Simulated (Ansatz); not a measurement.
# HfB2: how well frozen cores do, part 2 of 2

Aim: solve HfB2 at one geometry with all-electron LAPW, PAW with frozen cores and datasets made for this crystal, and see where they agree.

Ansatz 0.2.0; DFT PBE; a database cell (COD). «Crystal datasets» are all-electron PAW datasets made for this crystal. The steps go on from the part before.

### 4 Datasets made for this crystal

input.yaml reads:

```yaml
crystal:
  lattice:
    - [3.1400001005, 0.0, 0.0]
    - [-1.5700000503, 2.7193198549, 0.0]
    - [0.0, 0.0, 3.48]
  atoms:
    - { symbol: Hf, position: [0.0, 0.0, 0.0] }
    - { symbol: B, position: [0.3333333333, 0.6666666667, 0.5] }
    - { symbol: B, position: [0.6666666667, 0.3333333333, 0.5] }
kpoints:
  mp_grid: { grid: [13, 13, 11] }
  band_path:
    path:
      - [0.0, 0.0, 0.0]
      - [0.5, 0.0, 0.0]
      - [0.3333333333, 0.3333333333, 0.0]
      - [0.0, 0.0, 0.0]
      - [0.0, 0.0, 0.5]
      - [0.5, 0.0, 0.5]
      - [0.3333333333, 0.3333333333, 0.5]
      - [0.0, 0.0, 0.5]
      - [0.5, 0.0, 0.5]
    npoints: 8
scf:
  occupations: { method: fermi_dirac, width: 0.05 }
hamiltonian:
  xc: pbe
  pseudopotentials: { kind: all_electron, datasets: crystal }
output:
  forces: true
  stress: true
  eigenvalues: true
  efg: { contact_densities: true }
```

The run is started by

```console
> ansatz run input.yaml --threads 1 --pin off --max-ram 6144MiB --backend cpu --events-out ev --progress --plain --runs-dir out
```

Log:

```text
hamiltonian.pseudopotentials.datasets: crystal makes datasets for this crystal and solves the spheres of its atoms anew in each pass: cutoff 400.0 eV, the density's 1600.0 eV; for an error of 0.50 meV an atom under PBE, 1.5 meV for the cell; an energy difference from a run of another recipe may be off by several times the error for the cell, under r2SCAN by more, where some 0.1 meV an atom stays at smaller errors; B in spheres of 0.905 Å, 3 of its electrons in bands; Hf in spheres of 1.376 Å, 26 of its electrons in bands
Hf: output.efg is read without spin–orbit coupling, which moves field gradients at and beside such atoms by some per cent and up to a factor of two; PAW files take it under magnetization.noncollinear and magnetization.spin_orbit
Engine: ansatz 0.2.0
Pseudopotentials: kind: all_electron
Pseudopotential: Hf, paw, valence charge 26, recommended cutoff 400 eV (normal), Koelling and Harmon's equation, gaussian nucleus
Pseudopotential: B, paw, valence charge 3, recommended cutoff 400 eV (normal), Koelling and Harmon's equation, gaussian nucleus
Functional definition: PBE
  parameter kappa = 0.804
  parameter beta = 0.06672455060314922
  exchange = pbe_x(kappa = kappa, mu = beta*pi^2/3)
  correlation = pbe_c(beta = beta)
Crystal: 3 atoms, lattice volume = 29.715 Å³
Basis set: ecut = 400 eV, 563 PW (Γ), exchange–correlation on 48×48×48 points (8 copies of the dense FFT grid, shifted against one another)
Bands: 20, of which v1, the nominal top of the filled ones, is band 16 counted from 1 (15 counted from 0)
Symmetry: 24 space group operations
Space group: P6/mmm (ITA 191), of the structure as read, at distance tolerance 3.1e-5 Å
k-points: 126 of 1859
Non-local potential: Hf, projectors of the file, l = 0: 2, l = 1: 2, l = 2: 1, l = 3: 2
Non-local potential: B, projectors of the file, l = 0: 1, l = 1: 1
PAW form: soft (Blöchl's): semilocal exchange-correlation on the pseudo side does not see the compensation charge
PAW one-centre angular grid: Hf, 590 points (default); XC on its mesh's 1825 points in the sphere
PAW one-centre angular grid: B, 110 points (default); XC on its mesh's 1943 points in the sphere
Initial density: superposition of atomic densities (neutral atoms: chi_scale 0, normalization atom)
Initial wavefunctions: pseudopotential atomic-orbital guess
Functional: x = pbe(κ = 0.804, μ = 0.2195149727645171), c = pbe(β = 0.06672455060314922)
iter 1 solved again at ethr=1.34e-2 eV; its pass at ethr=1.00e-1 eV (dr2=4.27e0 eV) is discarded
SCF iter   1: F=—  HF=-411606.725970 eV  |F-HF|=—  |Δ(HF+E_count)|=         —  Δρ=8.49e-2  dr2=4.13e0  ethr=1.34e-2  ⟨swp⟩=2.0  Hψ=12798  notcnv=0
preconditioner: auto → none  [metal: Δε(μ)=0.046 eV  Ē_g=16.705 eV  σ=0.050 eV  W_gap=0.22  n_scr=8 (ndim 8)  ℏωp=37.3 eV  f_vac=0.000  D(μ)=0.42/eV (n_scr^D=0)  sad-step TF]
SCF iter   2: F=—  HF=-411606.079199 eV  |F-HF|=—  |Δ(HF+E_count)|=   6.47e-1  Δρ=4.99e-2  dr2=1.45e0  ethr=1.29e-2  ⟨swp⟩=3.1  Hψ=5383  notcnv=0  defer=4
SCF iter   3: F=—  HF=-411605.768444 eV  |F-HF|=—  |Δ(HF+E_count)|=   3.11e-1  Δρ=2.03e-2  dr2=2.50e-1  ethr=4.53e-3  ⟨swp⟩=4.2  Hψ=6533  notcnv=0  defer=9
iter 4 solved again at ethr=5.14e-5 eV; its pass at ethr=7.82e-4 eV (dr2=1.64e-2 eV) is discarded
SCF iter   4: F=—  HF=-411605.639204 eV  |F-HF|=—  |Δ(HF+E_count)|=   1.29e-1  Δρ=7.23e-3  dr2=1.60e-2  ethr=5.14e-5  ⟨swp⟩=2.1  Hψ=11906  notcnv=0  defer=2
SCF iter   5: F=—  HF=-411605.650759 eV  |F-HF|=—  |Δ(HF+E_count)|=   1.16e-2  Δρ=2.20e-3  dr2=2.15e-3  ethr=5.01e-5  ⟨swp⟩=3.2  Hψ=5997  notcnv=0  defer=3
SCF iter   6: F=—  HF=-411605.649768 eV  |F-HF|=—  |Δ(HF+E_count)|=   9.91e-4  Δρ=1.15e-3  dr2=8.24e-4  ethr=6.72e-6  ⟨swp⟩=3.2  Hψ=6997  notcnv=0  defer=1
SCF iter   7: F=—  HF=-411605.649579 eV  |F-HF|=—  |Δ(HF+E_count)|=   1.88e-4  Δρ=1.05e-4  dr2=5.62e-6  ethr=2.57e-6  ⟨swp⟩=3.0  Hψ=6441  notcnv=0  defer=2
SCF iter   8: F=—  HF=-411605.649528 eV  |F-HF|=—  |Δ(HF+E_count)|=   5.14e-5  Δρ=5.79e-5  dr2=1.55e-6  ethr=1.76e-8  ⟨swp⟩=3.4  Hψ=6602  notcnv=0  defer=1
SCF iter   9: F=-411605.649528 eV  HF=-411605.649528 eV  |F-HF|=6.46e-9  |Δ(HF+E_count)|=   5.36e-8  Δρ=3.82e-6  dr2=7.02e-9  ethr=4.84e-9  ⟨swp⟩=3.0  Hψ=5185  notcnv=0
SCF 1 converged in 9 iterations: F = -411605.649527 eV  dr2 = 7.02e-9
  Residual-converged pass: ⟨swp⟩=3.8  Hψ=5911  notcnv=0  max |occ|·‖R‖ = 6.4e-6 eV (tolerance 6.5e-6 eV)  dr2=8.31e-9  dr2_onsite=6.66e-9  max |Δocc| = 2.0e-9
NSCF: frozen V_eff on 65 k-points
SCF converged after 9 iterations
Free energy (F): -411605.649527 eV
Harris-Foulkes:  -411605.649527 eV  (|F-HF|=6.46e-9)
Internal energy: -411605.647899 eV  (E = F + TS)
E sigma→0 (E₀):  -411605.648713 eV
Entropy (-TS):   -0.001629 eV (-0.543 meV/atom)
Past the cutoff: the bands carry plane waves up to 1.75 times it, of which those up to 1.5 times it add -0.000303 eV an atom, each by itself; the spheres take 0.000177 eV an atom off the energy for waves past 1.75 times it
By the cutoff:   a pressure is off by up to 0.007 GPa (1.2 times the spheres' own share and the shells' term, over an atom's volume, and 0.004 GPa: a bound that held against runs at twice the plane waves)
Past the cutoffs: a stress includes 0.0015 GPa for waves and charges beyond them, in addition to the slope of what the spheres take
In the spheres:  the bands' charges fall short by 6.3e-7 e at most (sound up to 1e-3)
Fermi energy:    20.995767 eV
--- Per-component energies (eV) ---
  The terms above E_closure are by the made datasets' own strengths, without shells solved beside the bands.
--- Forces (eV/Å), atoms counted from 1 ---
  atom   1  Hf    -0.00000000     0.00000000     0.00000000
  atom   2  B     -0.00000000     0.00000000    -0.00000000
  atom   3  B      0.00000000    -0.00000000     0.00000000
  max |Σ_I F_I| component: 7.40e-17 eV/Å
--- Stress (GPa, compression-positive) ---
        1.401203      -0.000000      -0.000000
       -0.000000       1.401203      -0.000000
       -0.000000      -0.000000       1.482035
  P = ⅓ Tr σ = 1.4281 GPa (14.281 kbar)
--- PAW observables at the nuclei: V_zz in 10²¹ V/m², potentials from the cell's mean, atoms counted from 1 ---
  atom   1  Hf V_zz =   +10.924700   η = 0.0000   by run symmetry: allowed
            electrostatic potential = -14184.328197 V   contact ρ = 7525143.971748 e/Å³
  atom   2  B  V_zz =    +0.068312   η = 0.0000   by run symmetry: allowed
            electrostatic potential = -336.222460 V   contact ρ = 485.990524 e/Å³
  atom   3  B  V_zz =    +0.068312   η = 0.0000   by run symmetry: allowed
            electrostatic potential = -336.222460 V   contact ρ = 485.990524 e/Å³
--- Band table (eV; the first three rows and the last of 126) ---
  k-point 0: bands = ["-40.8875", "-9.7514", "-9.2716", "-9.2716", "7.1510", "9.1416", "9.1575", "9.1737", "9.1737", "9.1761", "9.1761", "9.2672", "17.8881", "17.9846", "17.9846", "18.1595", "24.9062", "24.9062"]
  k-point 1: bands = ["-40.8869", "-9.7738", "-9.2700", "-9.2700", "7.2815", "9.1403", "9.1575", "9.1744", "9.1744", "9.1754", "9.1754", "9.2672", "16.8525", "18.0698", "18.0698", "19.1492", "23.9896", "23.9896"]
  k-point 2: bands = ["-40.8854", "-9.8335", "-9.2656", "-9.2656", "7.6567", "9.1376", "9.1574", "9.1698", "9.1698", "9.1800", "9.1800", "9.2672", "15.6594", "18.3206", "18.3206", "20.2382", "22.9289", "22.9289"]
  k-point 125: bands = ["-40.8265", "-9.8266", "-9.8152", "-9.7048", "9.1470", "9.1552", "9.1672", "9.1718", "9.1729", "9.1876", "9.2405", "11.4468", "12.2080", "15.3597", "17.6710", "17.7097", "25.3999", "26.3706"]
```

Wall time 20 s (1 thread of Intel Xeon 6975P-C (Granite Rapids), shared host); peak memory 0.71 GiB.

Read from it: pressure 1.43 GPa; no gap; Vzz Hf1 10.92 (η = 0.00), B2 0.07 (η = 0.00) (10²¹ V/m²).

```csv
atom,contact density (e/Å³)
Hf1,7525144
B2,485.9905
```

### 5 The methods compared

| method | pressure (GPa) | Vzz Hf1 (10²¹ V/m²) | Vzz B2 (10²¹ V/m²) | SCF cycles, all passes |
| --- | --- | --- | --- | --- |
| LAPW | 1.43 | – | – | 9 |
| PAW | 1.34 | 10.53 | 0.04 | 6 |
| crystal datasets | 1.43 | 10.92 | 0.07 | 9 |

### 6 Outcome

What follows sums up all 2 parts.

| quantity | value |
| --- | --- |
| pressure | LAPW 1.43, PAW 1.34, crystal datasets 1.43 GPa |
| gap (LAPW) | none |
| Bader charges (PAW) | Hf1 +1.60, B2 -0.80 e |
| highest ELF (PAW) | 0.86, 0.91 Å from B |

In words: At this geometry the cell is under compression of 1.4 GPa, so it would expand if let go. There is no gap at this level; the crystal is a metal here. Hf 5d carries the largest share, 72 %, of the projected states within 0.3 eV of the Fermi level. The projection holds only the free atom's occupied shells (Hf 6s, Hf 5p, Hf 5d, B 2s, B 2p in this range). The field gradient at Hf1, the largest by crystal datasets, is 10.53 by PAW and 10.92 by crystal datasets (10²¹ V/m²), within 5 %. No spin–orbit coupling: at heavy atoms the gradients can be off by tens of per cent for that reason. In pressure, PAW differs from LAPW by -0.09 GPa. The price, with the outputs that each input asks for: 27 s for LAPW against 15 s for PAW, about 1.7 to one. Spin-orbit coupling is left out, though the cell holds Hf; in elements this heavy it can shift bands and gaps by tenths of an eV.
